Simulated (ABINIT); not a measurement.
# C (Fd-3m) in ABINIT: further runs, part 2 of 2

ABINIT 10.8.3 (patched build). Earlier steps stand in the parts before.

### Step 3. Relaxation of cell and atoms, LDA

The input, run.abi:

```
# Pseudopotentials
pp_dirpath "./"
pseudos "C.upf"

# Structure
acell 2.5220660407 2.5220660407 2.5220660407 Angstrom
rprim
     0.0000000000     0.7071067812     0.7071067812
     0.7071067812     0.0000000000     0.7071067812
     0.7071067812     0.7071067812     0.0000000000
ntypat 1
znucl 6
natom 2
typat 1 1
chkprim 0
chksymtnons 0
tolsym 1.0e-6
xred
            3/4            3/4            3/4
            1/2            1/2            1/2

# Plane-wave basis
ecut 1115.666836 eV
ecutsm 0.5

# k points
kptopt 1
ngkpt 10 10 10
nshiftk 1
shiftk 0.0 0.0 0.0

# Exchange and correlation
ixc 7

# Bands and occupations
nband 8
occopt 3
tsmear 0.05 eV

# SCF cycle
nstep 80
tolvrs 1.0e-12

# Output
iomode 3
prteig 0
prtebands 0
prtwf 0
prtden 0

# Relaxation
ionmov 2
optcell 2
ntime 50
tolmxf 2.0e-5
dilatmx 1.08
```

Potentials or basis: PseudoDojo NC SR LDA v0.4.1 standard.

Started as:

```
> mpirun --bind-to none -np 4 abinit run.abi > log 2>&1
```

Run time: 21 s. Hardware: 4 MPI ranks of AMD EPYC, shared host; peak memory 0.24 GiB.

Results (log left out):

```yaml
Free_energy: -328.2892 eV
Relaxed_volume: 5.53 Å³/atom
Relaxed_cell: a = 2.502 Å, b = 2.502 Å, c = 2.502 Å, α = 60.00°, β = 60.00°, γ = 60.00°
Space_group_after_relaxing_to_0.05_Å: Fd-3m (No. 227)
Energy_gained_by_relaxing: 4.8 meV/atom
Ionic_steps: 4
Pressure_after_relaxing: 0.0 GPa
Band_gap_on_the_k_mesh: 4.24 eV, indirect (least direct gap 5.63 eV)
```

Step by step:
```tsv
step	energy change (eV)	largest force (eV/Å)	pressure (GPa)	volume (Å³)
1	0.0000	0.0000	-10.91	11.34
2	-0.0082	0.0000	4.27	10.97
3	-0.0095	0.0000	-0.11	11.07
4	-0.0095	0.0000	0.00	11.07
```

Final structure:
```cif
data_structure
_symmetry_space_group_name_H-M 'P 1'
_symmetry_Int_Tables_number 1
_cell_length_a 2.5015
_cell_length_b 2.5015
_cell_length_c 2.5015
_cell_angle_alpha 60.000
_cell_angle_beta 60.000
_cell_angle_gamma 60.000
_cell_volume 11.07
loop_
_atom_site_label
_atom_site_type_symbol
_atom_site_fract_x
_atom_site_fract_y
_atom_site_fract_z
_atom_site_occupancy
C1 C 0.75000 0.75000 0.75000 1
C2 C 0.50000 0.50000 0.50000 1
```

### Step 4. Single point, LDA (cell relaxed)

The input, run.abi:

```
# Pseudopotentials
pp_dirpath "./"
pseudos "C.upf"

# Structure
acell 2.5015046342 2.5015046342 2.5015046342 Angstrom
rprim
     0.0000000000     0.7071067812     0.7071067812
     0.7071067812     0.0000000000     0.7071067812
     0.7071067812     0.7071067812     0.0000000000
ntypat 1
znucl 6
natom 2
typat 1 1
xred
     0.7500000000     0.7500000000     0.7500000000
     0.5000000000     0.5000000000     0.5000000000
chkprim 0
chksymtnons 0
tolsym 1.0e-6

# Plane-wave basis
ecut 41.0

# k points
kptopt 1
ngkpt 10 10 10
nshiftk 1
shiftk 0.0 0.0 0.0

# Exchange and correlation
ixc 7

# Bands and occupations
nband 8
occopt 3
tsmear 0.05 eV

# SCF cycle
nstep 100
tolvrs 1.0e-10

# Output
iomode 3
prtwf 0
prteig 0
prtebands 0
enunit 2
prtden 1
prtvha 1
prtvclmb 1
prtpot 1
prtelf 1
```

Potentials or basis: PseudoDojo NC SR LDA v0.4.1 standard.

Started as:

```
> mpirun --bind-to none -np 4 abinit run.abi > log 2>&1
```

run.abo:

```text
.Version 10.8.3 of ABINIT
 Symmetries : space group Fd -3 m (#227); Bravais cF (face-center cubic)
================================================================================
 Values of the parameters that define the memory need of the present run
     intxc =       0    ionmov =       0      iscf =       7    lmnmax =       4
     lnmax =       4     mgfft =      30  mpssoang =       2    mqgrid =    3001
     natom =       2  nloc_mem =       1    nspden =       1   nspinor =       1
    nsppol =       1      nsym =      48    n1xccc =    2501    ntypat =       1
    occopt =       3   xclevel =       1
       mpw =         951          nfft =       27000          nkpt =          47
================================================================================
================================================================================

--------------------------------------------------------------------------------
------------- Echo of variables that govern the present computation ------------
--------------------------------------------------------------------------------
 -outvars: echo values of preprocessed input variables --------
            acell      4.7271586613E+00  4.7271586613E+00  4.7271586613E+00 Bohr
              amu      1.20110000E+01
          chkprim           0
      chksymtnons           0
             ecut      4.10000000E+01 Hartree
           enunit           2
              ixc           7
         kptrlatt       10    0    0      0   10    0      0    0   10
          kptrlen      4.72715866E+01
            natom           2
            nband           8
[... 186 lines left out ...]
kinetic             :  8.60615379843768E+00
hartree             :  9.44649782324170E-01
xc                  : -4.35418020145612E+00
Ewald energy        : -1.28924512967484E+01
psp_core            :  9.32022773413996E-01
local_psp           : -4.63145545172904E+00
non_local_psp       : -6.69148900111206E-01
internal            : -1.20644094958689E+01
'-kT*entropy'       : -8.03318488472051E-17
total_energy        : -1.20644094958689E+01
total_energy_eV     : -3.28289306621771E+02
band_energy         :  3.91225560737093E-01
...

 Cartesian components of stress tensor (hartree/bohr^3)
  sigma(1 1)=  7.22631248E-06  sigma(3 2)=  0.00000000E+00
  sigma(2 2)=  7.22631248E-06  sigma(3 1)=  0.00000000E+00
  sigma(3 3)=  7.22631248E-06  sigma(2 1)=  0.00000000E+00

-Cartesian components of stress tensor (GPa)         [Pressure= -2.1261E-01 GPa]
- sigma(1 1)=  2.12605453E-01  sigma(3 2)=  0.00000000E+00
- sigma(2 2)=  2.12605453E-01  sigma(3 1)=  0.00000000E+00
- sigma(3 3)=  2.12605453E-01  sigma(2 1)=  0.00000000E+00

== END DATASET(S) ==============================================================
================================================================================

 -outvars: echo values of variables after computation  --------
            acell      4.7271586613E+00  4.7271586613E+00  4.7271586613E+00 Bohr
           etotal     -1.2064409496E+01
            fcart     -0.0000000000E+00 -0.0000000000E+00 -0.0000000000E+00
                      -0.0000000000E+00 -0.0000000000E+00 -0.0000000000E+00
            rprim      0.0000000000E+00  7.0710678120E-01  7.0710678120E-01
                       7.0710678120E-01  0.0000000000E+00  7.0710678120E-01
                       7.0710678120E-01  7.0710678120E-01  0.0000000000E+00
           strten      7.2263124826E-06  7.2263124826E-06  7.2263124826E-06
                       0.0000000000E+00  0.0000000000E+00  0.0000000000E+00
           xangst      2.6532463351E+00  2.6532463351E+00  2.6532463351E+00
                       1.7688308900E+00  1.7688308900E+00  1.7688308900E+00
             xred      7.5000000000E-01  7.5000000000E-01  7.5000000000E-01
                       5.0000000000E-01  5.0000000000E-01  5.0000000000E-01
 Calculation completed.
```

Run time: 7.6 s. Hardware: 4 MPI ranks of AMD EPYC, shared host; peak memory 0.28 GiB.

What came out:

* Free energy: -328.2893 eV
* Pressure: -0.2 GPa
* Band gap on the k mesh: 4.24 eV, indirect (least direct gap 5.63 eV)
* All electrons inside the program's atomic spheres: C 4.74, 4.76 (radii [1.0584] Å)

Levels at points of the mesh, in eV from the valence-band top:
```
           k point  band 1  band 2  band 3  band 4  band 5  band 6  band 7  band 8
(0.00, 0.00, 0.00)  -21.68    0.00    0.00    0.00    5.63    5.63    5.63   14.08
(0.50, 0.00, 0.00)  -15.69  -13.66   -2.87   -2.87    8.53    8.53    9.38   15.62
(0.50, 0.50, 0.00)  -12.81  -12.81   -6.47   -6.47    4.82    4.82   16.98   16.98
```

### Step 5. Single point, LDA

Edit run.abi of step 4 so:

```diff
@@ -5,3 +5,3 @@
 # Structure
-acell 2.5015046342 2.5015046342 2.5015046342 Angstrom
+acell 2.5220660407 2.5220660407 2.5220660407 Angstrom
 rprim
@@ -17,8 +17,5 @@
      0.5000000000     0.5000000000     0.5000000000
-chkprim 0
-chksymtnons 0
-tolsym 1.0e-6
 
 # Plane-wave basis
-ecut 41.0
+ecut 37.0
 
@@ -47,3 +44,2 @@
 prtebands 0
-enunit 2
 prtden 1
```

Potentials or basis: PseudoDojo NC SR LDA v0.4 stringent.

Started as:

```
> abinit run.abi > log 2>&1
```

Run time: 11 s. Hardware: 1 thread of Arm Neoverse N1, shared host; peak memory 0.06 GiB.

It converged, with:

```
Free energy                                       : -328.2734 eV
Pressure                                          : -12.0 GPa
Band gap on the k mesh                            : 4.18 eV, indirect (least direct gap 5.56 eV)
All electrons inside the program's atomic spheres : C 4.65, 4.69 (radii [1.0584] Å)
```

Levels at points of the mesh, in eV from the valence-band top:
| k point | band 1 | band 2 | band 3 | band 4 | band 5 | band 6 | band 7 | band 8 |
| --- | --- | --- | --- | --- | --- | --- | --- | --- |
| (0.00, 0.00, 0.00) | -21.35 | 0.00 | 0.00 | 0.00 | 5.56 | 5.56 | 5.56 | 13.52 |
| (0.50, 0.00, 0.00) | -15.51 | -13.39 | -2.81 | -2.81 | 8.43 | 8.43 | 9.04 | 15.40 |
| (0.50, 0.50, 0.00) | -12.64 | -12.64 | -6.32 | -6.32 | 4.76 | 4.76 | 16.62 | 16.62 |

A k mesh can miss the band edges. LDA gaps usually lie below the measured ones, often by a third to a half.

### Step 6. The runs side by side

| task | potentials or basis | cell | cutoff (eV) | cell freedom (optcell) | optimiser (ionmov) | cutoff smearing ecutsm (Ha) | force stop (Ha/bohr) | gap on the mesh (eV) | pressure (GPa) |
| --- | --- | --- | --- | --- | --- | --- | --- | --- | --- |
| single point | PseudoDojo NC SR LDA v0.4.1 standard | cell relaxed | 1116 | - | - | - | - | 4.24 | -0.2 |
| relaxation of cell and atoms | PseudoDojo NC SR LDA v0.4.1 standard | relaxed | 1116 | 2 | 2 | 0.5 | 2e-05 | 4.24 | 0.0 |
| single point | PseudoDojo NC SR LDA v0.4 stringent | as given | 1007 | - | - | - | - | 4.18 | -12.0 |

Alike in all rows: level LDA; no spin polarisation; k mesh 10 × 10 × 10; smearing fermi-dirac 0.05 eV.

Total energies depend on the potentials used, so only differences within one code and one set of settings carry meaning.

### Step 7. Comparison with measurements

Step 3. The cell as given is a measured one (5.67 Å³/atom); LDA puts the equilibrium volume -2.4 % from it, thermal expansion not counted.
